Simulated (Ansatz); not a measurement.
# Ag (Silver): a relaxation

Wanted: a converged relaxation for Ag (Silver), and a check of what comes out.

Computed with Ansatz 0.2.0 (DFT, PBEsol, PAW with Ansatz's default frozen-core files, scalar-relativistic; relaxation of cell and atoms, unless a step's input says otherwise).

1 further run of the same task is left out (it didn't finish).

## (1) The starting structure

Symmetry: Fm-3m, No. 225, cubic system. The conventional cell has a = 4.085 Å, b = 4.085 Å, c = 4.085 Å, α = 90.00°, β = 90.00°, γ = 90.00°. Ag (site symmetry m-3m) has 12 Ag at 2.89 Å as nearest neighbours.

Coordinates:

```
CELL_PARAMETERS angstrom
0.00000 2.04275 2.04275
2.04275 0.00000 2.04275
2.04275 2.04275 0.00000
ATOMIC_POSITIONS crystal
Ag 0.00000 0.00000 0.00000
```

## (2) The run

File input.yaml:

```yaml
crystal:
  lattice:
    - [0.0, 2.04275, 2.04275]
    - [2.04275, 0.0, 2.04275]
    - [2.04275, 2.04275, 0.0]
  atoms:
    - { symbol: Ag, position: [0.0, 0.0, 0.0] }
kpoints:
  mp_grid: { grid: [16, 16, 16] }
scf:
  occupations: { method: fermi_dirac, width: 0.1 }
  max_iter: 50
hamiltonian:
  xc: pbesol
  pseudopotentials: { kind: paw }
relax:
  f_tol: 0.002
  max_steps: 80
  cell: {}
  max_displacement: 2.0
output:
  forces: true
  stress: true
  write_density: true
  write_potential: true
  elf: true
  volumetric_format: npy
```

Launch:

```bash
ansatz run input.yaml --threads 1 --pin off --max-ram 3072MiB --backend cpu --events-out ev --progress --plain --runs-dir out
```

What it wrote:

```text
Engine: ansatz 0.2.0
Pseudopotentials: kind: paw
Pseudopotential: Ag, paw, valence charge 19, recommended cutoff 420 eV (normal), Ag.paw.azcp
Functional definition: PBEsol
  exchange = pbesol_x
  correlation = pbesol_c
Crystal: 1 atoms, lattice volume = 17.048 Å³
Basis set: ecut = 420 eV, 331 PW (Γ), exchange–correlation on 40×40×40 points (8 copies of the dense FFT grid, shifted against one another)
Bands: 14, of which v1, the nominal top of the filled ones, is band 10 counted from 1 (9 counted from 0)
Symmetry: 48 space group operations
Space group: Fm-3m (ITA 225), of the structure as read, at distance tolerance 2.6e-5 Å
k-points: 145 of 4096
Non-local potential: Ag, projectors of the file, l = 0: 3, l = 1: 2, l = 2: 2, l = 3: 1
PAW form: soft (Blöchl's): semilocal exchange-correlation on the pseudo side does not see the compensation charge
PAW frozen core: Ag, regenerated for the run's functional, and the local potential with it (the file was generated under x = pbe(κ = 0.804, μ = 0.2195149727645171), c = pbe(β = 0.06672455060314922))
PAW one-centre angular grid: Ag, 590 points (default); XC on 64 Gauss nodes
Initial density: superposition of atomic densities (neutral atoms: chi_scale 0, normalization atom), corrected by the library's trained network
Initial wavefunctions: pseudopotential atomic-orbital guess
Functional: x = pbesol(κ = 0.804, μ = 0.12345679012345678), c = pbesol(β = 0.046)
SCF iter   1: F=—  HF=-7522.254595 eV  |F-HF|=—  |Δ(HF+E_count)|=         —  Δρ=1.01e-2  dr2=1.61e-2  ethr=1.77e-3  ⟨swp⟩=4.6  Hψ=10023  notcnv=0
preconditioner: auto → none  [metal: Δε(μ)=0.255 eV  Ē_g=16.134 eV  σ=0.100 eV  W_gap=0.44  n_scr=8 (ndim 8)  ℏωp=29.8 eV  f_vac=0.000  D(μ)=0.25/eV (n_scr^D=0)  sad-step TF]
SCF iter   2: F=—  HF=-7522.250204 eV  |F-HF|=—  |Δ(HF+E_count)|=   4.39e-3  Δρ=2.69e-3  dr2=1.18e-3  ethr=8.45e-5  ⟨swp⟩=1.6  Hψ=3484  notcnv=0
SCF iter   3: F=—  HF=-7522.249864 eV  |F-HF|=—  |Δ(HF+E_count)|=   3.40e-4  Δρ=8.64e-4  dr2=4.03e-5  ethr=6.21e-6  ⟨swp⟩=2.4  Hψ=2736  notcnv=0
SCF iter   4: F=—  HF=-7522.249863 eV  |F-HF|=—  |Δ(HF+E_count)|=   1.58e-6  Δρ=1.28e-4  dr2=1.16e-6  ethr=2.12e-7  ⟨swp⟩=2.7  Hψ=3390  notcnv=0
iter 5 did not close the SCF: its close was put off for the readings that it lacked (scf_convergence_deferred on its scf_iter line)
SCF iter   5: F=-7522.249863 eV  HF=-7522.249863 eV  |F-HF|=2.33e-9  |Δ(HF+E_count)|=   2.70e-7  Δρ=8.71e-6  dr2=5.72e-9  ethr=6.09e-9  ⟨swp⟩=2.0  Hψ=3254  notcnv=0
SCF iter   6: F=-7522.249863 eV  HF=-7522.249863 eV  |F-HF|=9.19e-11  |Δ(HF+E_count)|=  8.44e-10  Δρ=1.02e-6  dr2=1.17e-10  ethr=3.01e-11  ⟨swp⟩=4.0  Hψ=9545  notcnv=0
SCF 1 converged in 6 iterations: F = -7522.249863 eV  dr2 = 1.17e-10
relax step   1: F+E_penalty+E_count = -7522.24986278 eV  Δ(F+E_penalty+E_count) = +0.000e0 eV  max|allowed force component| = 0.000e0 eV/Å  Δτ_max = 0.0000 Å  P = -2.557 GPa  Ω = 17.048 Å³  (6 SCF iters, dr2 threshold 1.00e-7 eV, accepted)
Crystal: 1 atoms, lattice volume = 16.337 Å³
Initial density: handed on by an earlier stage of this run
Initial wavefunctions: those handed on with the density
iter 1 solved again at ethr=2.14e-5 eV; its pass at ethr=3.10e-3 eV (dr2=4.07e-3 eV) is discarded
SCF iter   1: F=—  HF=-7522.251888 eV  |F-HF|=—  |Δ(HF+E_count)|=         —  Δρ=4.51e-3  dr2=3.63e-3  ethr=2.14e-5  ⟨swp⟩=1.0  Hψ=13478  notcnv=0
preconditioner: auto → none  [metal: Δε(μ)=0.269 eV  Ē_g=16.611 eV  σ=0.100 eV  W_gap=0.44  n_scr=8 (ndim 8)  ℏωp=30.5 eV  f_vac=0.000  D(μ)=0.24/eV (n_scr^D=0)]
SCF iter   2: F=—  HF=-7522.251032 eV  |F-HF|=—  |Δ(HF+E_count)|=   8.56e-4  Δρ=2.62e-3  dr2=5.96e-4  ethr=1.91e-5  ⟨swp⟩=2.1  Hψ=2889  notcnv=0
SCF iter   3: F=—  HF=-7522.250857 eV  |F-HF|=—  |Δ(HF+E_count)|=   1.75e-4  Δρ=7.10e-4  dr2=3.94e-5  ethr=3.14e-6  ⟨swp⟩=2.5  Hψ=3166  notcnv=0
SCF iter   4: F=—  HF=-7522.250811 eV  |F-HF|=—  |Δ(HF+E_count)|=   4.64e-5  Δρ=5.60e-5  dr2=1.65e-7  ethr=2.07e-7  ⟨swp⟩=2.0  Hψ=2572  notcnv=0
SCF iter   5: F=-7522.250811 eV  HF=-7522.250811 eV  |F-HF|=2.40e-10  |Δ(HF+E_count)|=   6.86e-8  Δρ=5.01e-6  dr2=2.09e-9  ethr=5.26e-10  ⟨swp⟩=6.0  Hψ=9010  notcnv=0
SCF 2 converged in 5 iterations: F = -7522.250811 eV  dr2 = 2.09e-9
relax step   2: F+E_penalty+E_count = -7522.25081083 eV  Δ(F+E_penalty+E_count) = -9.481e-4 eV  max|allowed force component| = 0.000e0 eV/Å  Δτ_max = 0.0000 Å  P = +2.460 GPa  Ω = 16.337 Å³  energy of the carried Pulay correction = +1.946e-4 eV  (5 SCF iters, dr2 threshold 1.00e-7 eV, accepted)
Crystal: 1 atoms, lattice volume = 16.678 Å³
iter 1 solved again at ethr=4.31e-6 eV; its pass at ethr=3.10e-3 eV (dr2=8.18e-4 eV) is discarded
SCF iter   1: F=—  HF=-7522.253396 eV  |F-HF|=—  |Δ(HF+E_count)|=         —  Δρ=2.18e-3  dr2=8.82e-4  ethr=4.31e-6  ⟨swp⟩=1.4  Hψ=13225  notcnv=0
preconditioner: auto → none  [metal: Δε(μ)=0.006 eV  Ē_g=16.445 eV  σ=0.100 eV  W_gap=0.01  n_scr=8 (ndim 8)  ℏωp=30.2 eV  f_vac=0.000  D(μ)=0.24/eV (n_scr^D=0)]
SCF iter   2: F=—  HF=-7522.253193 eV  |F-HF|=—  |Δ(HF+E_count)|=   2.04e-4  Δρ=1.29e-3  dr2=1.49e-4  ethr=4.31e-6  ⟨swp⟩=2.1  Hψ=2881  notcnv=0
SCF iter   3: F=—  HF=-7522.253138 eV  |F-HF|=—  |Δ(HF+E_count)|=   5.48e-5  Δρ=3.51e-4  dr2=1.01e-5  ethr=7.87e-7  ⟨swp⟩=2.4  Hψ=3145  notcnv=0
SCF iter   4: F=—  HF=-7522.253134 eV  |F-HF|=—  |Δ(HF+E_count)|=   3.91e-6  Δρ=3.03e-5  dr2=5.15e-8  ethr=5.26e-10  ⟨swp⟩=6.0  Hψ=10903  notcnv=0
SCF iter   5: F=-7522.253134 eV  HF=-7522.253134 eV  |F-HF|=1.24e-10  |Δ(HF+E_count)|=   1.64e-8  Δρ=1.46e-6  dr2=7.55e-11  ethr=2.71e-10  ⟨swp⟩=4.0  Hψ=10105  notcnv=0
SCF 3 converged in 5 iterations: F = -7522.253134 eV  dr2 = 7.55e-11
relax step   3: F+E_penalty+E_count = -7522.25313401 eV  Δ(F+E_penalty+E_count) = -2.323e-3 eV  max|allowed force component| = 0.000e0 eV/Å  Δτ_max = 0.0000 Å  P = -0.128 GPa  Ω = 16.678 Å³  energy of the carried Pulay correction = +1.003e-4 eV  (5 SCF iters, dr2 threshold 1.00e-7 eV, accepted)
Crystal: 1 atoms, lattice volume = 16.660 Å³
iter 1 solved again at ethr=1.04e-8 eV; its pass at ethr=3.10e-3 eV (dr2=1.97e-6 eV) is discarded
SCF iter   1: F=—  HF=-7522.253147 eV  |F-HF|=—  |Δ(HF+E_count)|=         —  Δρ=1.13e-4  dr2=2.35e-6  ethr=1.04e-8  ⟨swp⟩=2.3  Hψ=12756  notcnv=0
preconditioner: auto → none  [metal: Δε(μ)=0.264 eV  Ē_g=16.447 eV  σ=0.100 eV  W_gap=0.44  n_scr=8 (ndim 8)  ℏωp=30.2 eV  f_vac=0.000  D(μ)=0.24/eV (n_scr^D=0)]
SCF iter   2: F=—  HF=-7522.253146 eV  |F-HF|=—  |Δ(HF+E_count)|=   4.38e-7  Δρ=6.64e-5  dr2=3.95e-7  ethr=1.04e-8  ⟨swp⟩=2.0  Hψ=2851  notcnv=0
SCF iter   3: F=-7522.253146 eV  HF=-7522.253146 eV  |F-HF|=1.00e-8  |Δ(HF+E_count)|=   1.29e-7  Δρ=1.78e-5  dr2=2.61e-8  ethr=2.17e-10  ⟨swp⟩=5.0  Hψ=10923  notcnv=0
SCF 4 converged in 3 iterations: F = -7522.253146 eV  dr2 = 2.61e-8
relax step   4: F+E_penalty+E_count = -7522.25314612 eV  Δ(F+E_penalty+E_count) = -1.210e-5 eV  max|allowed force component| = 0.000e0 eV/Å  Δτ_max = 0.0000 Å  P = -0.003 GPa  Ω = 16.660 Å³  energy of the carried Pulay correction = +1.051e-4 eV  (3 SCF iters, dr2 threshold 4.12e-8 eV, accepted)
Initial wavefunctions: pseudopotential atomic-orbital guess (no wavefunctions were taken with the density)
iter 1 solved again at ethr=2.66e-8 eV; its pass at ethr=3.10e-3 eV (dr2=5.05e-6 eV) is discarded
SCF iter   1: F=—  HF=-7522.253027 eV  |F-HF|=—  |Δ(HF+E_count)|=         —  Δρ=6.64e-5  dr2=1.58e-7  ethr=2.66e-8  ⟨swp⟩=3.1  Hψ=15231  notcnv=0
preconditioner: auto → none  [metal: Δε(μ)=0.264 eV  Ē_g=16.448 eV  σ=0.100 eV  W_gap=0.44  n_scr=8 (ndim 8)  ℏωp=30.2 eV  f_vac=0.000  D(μ)=0.24/eV (n_scr^D=0)]
SCF iter   2: F=—  HF=-7522.253028 eV  |F-HF|=—  |Δ(HF+E_count)|=   4.29e-7  Δρ=2.79e-5  dr2=3.94e-8  ethr=8.31e-10  ⟨swp⟩=2.5  Hψ=3460  notcnv=0
SCF iter   3: F=—  HF=-7522.253028 eV  |F-HF|=—  |Δ(HF+E_count)|=  6.73e-10  Δρ=1.28e-5  dr2=1.68e-8  ethr=2.07e-10  ⟨swp⟩=2.1  Hψ=2729  notcnv=0
SCF iter   4: F=—  HF=-7522.253028 eV  |F-HF|=—  |Δ(HF+E_count)|=   4.91e-9  Δρ=1.53e-6  dr2=6.27e-11  ethr=8.86e-11  ⟨swp⟩=2.6  Hψ=3257  notcnv=0
SCF iter   5: F=-7522.253028 eV  HF=-7522.253028 eV  |F-HF|=1.82e-12  |Δ(HF+E_count)|=  1.66e-10  Δρ=3.76e-8  dr2=9.24e-14  ethr=1.00e-12  ⟨swp⟩=5.0  Hψ=7287  notcnv=0
SCF 5 converged in 5 iterations: F = -7522.253028 eV  dr2 = 9.24e-14
relax step   5: F+E_penalty+E_count = -7522.25302776 eV  Δ(F+E_penalty+E_count) = +1.184e-4 eV  max|allowed force component| = 0.000e0 eV/Å  Δτ_max = 0.0000 Å  P = +0.005 GPa  Ω = 16.660 Å³  stress off target by 4.73e-3 GPa  SCF on the basis re-selected at this cell (its energy is not comparable with the rows above)  (5 SCF iters)
basis re-selected at this cell: Δ(F+E_penalty+E_count) = +1.184e-4 eV, ΔP = +0.007 GPa vs the last step (what re-selecting the basis moved, of the pressure what is left beyond the Pulay correction that the steps carried, after the strain that the cell walked since its last selection, with what the two solves' SCF thresholds leave and, on support functions, any second-order correction that the steps lacked; it is no measure of the basis error at this ecutwfc). This SCF's stress stands 4.73e-3 GPa from its target on what of the cell is left free (relax.cell.stress_tol is 5.00e-2 GPa) and its largest allowed force component is 0.00e0 eV/Å (relax.f_tol is 2.00e-3 eV/Å): within both
SCF converged after 5 iterations
Free energy (F): -7522.253028 eV
Harris-Foulkes:  -7522.253028 eV  (|F-HF|=1.82e-12)
Internal energy: -7522.244879 eV  (E = F + TS)
E sigma→0 (E₀):  -7522.248953 eV
Entropy (-TS):   -0.008149 eV (-8.149 meV/atom)
Fermi energy:    17.654632 eV
--- Per-component energies (eV) ---
  E_band       = -227.846478
  E_kinetic    = 527.467602
  E_local      = -2157.665175  (includes V_loc(G=0)·N_el)
  E_nonlocal   = 82.420658
  E_hartree    = 982.751448
  E_xc         = -183.849880
  E_vxc        = -234.593637  (∫ρ·V_xc dr)
  E_paw        = -3834.422044  (= ΣΔE_a)
  E_vpaw       = -410.979109  (= ΣTr[D̂ρ^β])
  E_aug_tail   = 0.000298  (compensation charges beyond the density's cutoff)
  E_ewald      = -2939.270525
  E_core_change = 0.322739  (= ΣΔE_core)
  E_smearing   = -0.008149  (= −TS)
  E_closure    = -0.000000  (closes the sum)
  Σ components = -7522.253028   (vs F -7522.253028, Δ=0.00e0)
--- Forces (eV/Å), atoms counted from 1 ---
  atom   1  Ag     0.00000000     0.00000000    -0.00000000
  max |Σ_I F_I| component: 8.22e-33 eV/Å
--- Stress (GPa, compression-positive) ---
        0.004729      -0.000000       0.000000
       -0.000000       0.004729      -0.000000
        0.000000      -0.000000       0.004729
  P = ⅓ Tr σ = 0.0047 GPa (0.047 kbar)
--- Band table (eV; the first three rows and the last of 145) ---
  k-point 0: bands = ["-74.2104", "-37.6153", "-37.6153", "-37.6153", "9.6833", "12.8644", "12.8644", "12.8644", "13.9602", "13.9602", "33.5752", "37.2897", "37.2897", "37.2897"]
  k-point 1: bands = ["-74.2097", "-37.6222", "-37.6163", "-37.6163", "9.8082", "12.8340", "12.9000", "12.9000", "13.9462", "13.9462", "33.6129", "36.3036", "37.3565", "37.3565"]
  k-point 2: bands = ["-74.2076", "-37.6419", "-37.6193", "-37.6193", "10.1653", "12.7680", "12.9884", "12.9884", "13.9230", "13.9230", "33.2488", "34.8054", "37.5194", "37.5194"]
  k-point 144: bands = ["-74.1847", "-37.7361", "-37.7361", "-37.6857", "11.9173", "12.5615", "12.5615", "13.9592", "15.0155", "23.7082", "23.7082", "24.7963", "26.0009", "40.3881"]
--- Relaxed structure (4 steps of the walk, 4 accepted, 1 SCFs on fresh bases) ---
  F+E_penalty+E_count = -7522.25302776 eV   max|allowed force component| = 0.000e0 eV/Å   (the final SCF, on the basis selected at the relaxed cell)
  cell:  # Å, volume = 16.6605 Å³
    - [3.112953850090915e-34, 2.0271492557593964, 2.0271492557593964]
    - [2.0271492557593964, 5.565101643434385e-34, 2.0271492557593964]
    - [2.0271492557593964, 2.0271492557593964, -9.553822561679193e-36]
  atoms:
    - { symbol: Ag, position: [0.0, 0.0, 0.0] }
```

Run time: 3.9 s. Hardware: 1 thread of AMD EPYC 9R45 (Zen 5), shared host; peak memory 0.35 GiB.

## (3) A second look at the input

The program finished normally. Convergence says nothing about whether the input makes sense.

In the input, relax.max_displacement is 2.0. What could go wrong: steps too long. The run converged, but that does not make its result sound.

Run again and compare: delete relax.max_displacement (the default then holds).

## (4) Second run, to compare

Besides the cure, the input differs in scf.max_iter, output requests.

input.yaml: that of step 2 with these lines changed.

```diff
@@ -11,3 +11,2 @@
   occupations: { method: fermi_dirac, width: 0.1 }
-  max_iter: 50
 hamiltonian:
@@ -19,3 +18,2 @@
   cell: {}
-  max_displacement: 2.0
 output:
@@ -23,5 +21 @@
   stress: true
-  write_density: true
-  write_potential: true
-  elf: true
-  volumetric_format: npy
```

Launch:

```bash
ansatz run input.yaml --threads 1 --pin off --max-ram 3072MiB --backend cpu --events-out ev --progress --plain --runs-dir out
```

From the output:

```text
[...]
Basis set: ecut = 420 eV, 331 PW (Γ), exchange–correlation on 40×40×40 points (8 copies of the dense FFT grid, shifted against one another)
[...]
k-points: 145 of 4096
[...]
SCF iter   1: F=—  HF=-7522.254595 eV  |F-HF|=—  |Δ(HF+E_count)|=         —  Δρ=1.01e-2  dr2=1.61e-2  ethr=1.77e-3  ⟨swp⟩=4.6  Hψ=10023  notcnv=0
preconditioner: auto → none  [metal: Δε(μ)=0.255 eV  Ē_g=16.134 eV  σ=0.100 eV  W_gap=0.44  n_scr=8 (ndim 8)  ℏωp=29.8 eV  f_vac=0.000  D(μ)=0.25/eV (n_scr^D=0)  sad-step TF]
SCF iter   2: F=—  HF=-7522.250204 eV  |F-HF|=—  |Δ(HF+E_count)|=   4.39e-3  Δρ=2.69e-3  dr2=1.18e-3  ethr=8.45e-5  ⟨swp⟩=1.6  Hψ=3484  notcnv=0
[...]
relax step   1: F+E_penalty+E_count = -7522.24986278 eV  Δ(F+E_penalty+E_count) = +0.000e0 eV  max|allowed force component| = 0.000e0 eV/Å  Δτ_max = 0.0000 Å  P = -2.557 GPa  Ω = 17.048 Å³  (6 SCF iters, dr2 threshold 1.00e-7 eV, accepted)
[...]
relax step   2: F+E_penalty+E_count = -7522.25081082 eV  Δ(F+E_penalty+E_count) = -9.480e-4 eV  max|allowed force component| = 0.000e0 eV/Å  Δτ_max = 0.0000 Å  P = +2.460 GPa  Ω = 16.337 Å³  energy of the carried Pulay correction = +1.946e-4 eV  (5 SCF iters, 
[...]
relax step   3: F+E_penalty+E_count = -7522.25313401 eV  Δ(F+E_penalty+E_count) = -2.323e-3 eV  max|allowed force component| = 0.000e0 eV/Å  Δτ_max = 0.0000 Å  P = -0.128 GPa  Ω = 16.678 Å³  energy of the carried Pulay correction = +1.003e-4 eV  (5 SCF iters, 
[...]
relax step   4: F+E_penalty+E_count = -7522.25314612 eV  Δ(F+E_penalty+E_count) = -1.210e-5 eV  max|allowed force component| = 0.000e0 eV/Å  Δτ_max = 0.0000 Å  P = -0.003 GPa  Ω = 16.660 Å³  energy of the carried Pulay correction = +1.051e-4 eV  (3 SCF iters, 
[...]
SCF iter   4: F=—  HF=-7522.253028 eV  |F-HF|=—  |Δ(HF+E_count)|=   4.91e-9  Δρ=1.53e-6  dr2=6.27e-11  ethr=8.87e-11  ⟨swp⟩=2.6  Hψ=3249  notcnv=0
SCF iter   5: F=-7522.253028 eV  HF=-7522.253028 eV  |F-HF|=3.64e-12  |Δ(HF+E_count)|=  1.43e-10  Δρ=3.68e-8  dr2=9.25e-14  ethr=1.00e-12  ⟨swp⟩=5.0  Hψ=7284  notcnv=0
[...]
relax step   5: F+E_penalty+E_count = -7522.25302776 eV  Δ(F+E_penalty+E_count) = +1.184e-4 eV  max|allowed force component| = 0.000e0 eV/Å  Δτ_max = 0.0000 Å  P = +0.005 GPa  Ω = 16.660 Å³  stress off target by 4.78e-3 GPa  SCF on the basis re-selected at thi
[...]
SCF converged after 5 iterations
Free energy (F): -7522.253028 eV
[...]
E sigma→0 (E₀):  -7522.248953 eV
[...]
Fermi energy:    17.654642 eV
[...]
  P = ⅓ Tr σ = 0.0048 GPa (0.048 kbar)
--- Relaxed structure (4 steps of the walk, 4 accepted, 1 SCFs on fresh bases) ---
[...]
```

Run time: 3.1 s. Hardware: 1 thread of AMD EPYC 9R45 (Zen 5), shared host; peak memory 0.34 GiB.

```csv
run,ending,energy change,pressure (GPa),gap (eV),force (eV/Å),cycles,time
first try,converged,0.0 meV/atom,0.0,0.00,0.00,24,3.9 s
second try,converged,0,0.0,0.00,0.00,24,3.1 s
```

## (5) Summary of results

| quantity | value |
| --- | --- |
| first try | converged |
| setting under test | max_displacement 2.0 |
| second try | converged |
| energy (zero set by the potentials) | -7522.2530 eV |
| pressure | 0.00 GPa |
| gap on the mesh | none (metal on this mesh) |
| largest force | 0.000 eV/Å |

**Reading.** Both runs end at the same energy: the doubtful setting did not spoil the result here.
